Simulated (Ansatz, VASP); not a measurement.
# One calculation of AgCl, two programs

The input INCAR:

```
PREC = Accurate
ENCUT = 520
EDIFF = 1E-7
ISMEAR = -1
SIGMA = 0.01
LREAL = False
LASPH = True
NELM = 60
ALGO = Normal
ISIF = 2
LWAVE = False
LCHARG = True
GGA = PS
LELF = True
LVHAR = True
NBANDS = 16
```

KPOINTS

```
Automatic mesh
0
Gamma
  9 9 9
```

Contents of POSCAR:

```
AgCl
1.0
    0.0000000000      2.8275392985      2.8275392985
    2.8275392985      0.0000000000      2.8275392985
    2.8275392985      2.8275392985      0.0000000000
Ag Cl
1 1
Direct
    0.5000000000      0.5000000000      0.5000000000
    0.0000000000      0.0000000000      0.0000000000
```

Input for Ansatz:

```yaml
crystal:
  lattice:
    - [0.0, 2.8275392985, 2.8275392985]
    - [2.8275392985, 0.0, 2.8275392985]
    - [2.8275392985, 2.8275392985, 0.0]
  atoms:
    - { symbol: Ag, position: [0.5, 0.5, 0.5] }
    - { symbol: Cl, position: [0.0, 0.0, 0.0] }
kpoints:
  mp_grid: { grid: [9, 9, 9] }
  band_path:
    path:
      - [0.0, 0.0, 0.0]
      - [0.5, 0.0, 0.5]
      - [0.625, 0.25, 0.625]
      - [0.375, 0.375, 0.75]
      - [0.0, 0.0, 0.0]
      - [0.5, 0.5, 0.5]
      - [0.5, 0.25, 0.75]
      - [0.5, 0.0, 0.5]
    npoints: 5
scf:
  occupations: { method: fermi_dirac, width: 0.01 }
hamiltonian:
  xc: pbesol
  pseudopotentials: { kind: all_electron, lapw: { basis_error: 0.0005 } }
output:
  forces: true
  stress: true
  eigenvalues: true
```

Change from the starting cell: volume scaled by 1.06.

Alike in both runs: task single point; functional PBEsol; k mesh 9 × 9 × 9; occupations fermi-dirac, width 0.01 eV; no spin polarisation.

|  | VASP | Ansatz |
| --- | --- | --- |
| version | VASP 6.6.1 | Ansatz 0.2.0 |
| potentials or method | VASP PAW PBE potentials, release 64 (Ag, Cl) | all-electron LAPW, scalar-relativistic |
| plane-wave cutoff (eV) | 520 | see its input |

VASP gave:

* gap on the k mesh at the Fermi level (eV): 0.80
* pressure (GPa): -4.8

**Question.** Which values does Ansatz return?

**Answer.** gap on the k mesh at the Fermi level (eV): 0.80; pressure (GPa): -4.7.

Ansatz ran all-electron here, so the differences hold the error of VASP's frozen core and of both bases.

Caveats: the PAW data sets were made with another functional, which shifts forces and pressure a little (VASP); an odd mesh through Γ misses points on the zone boundary, where band edges often lie.
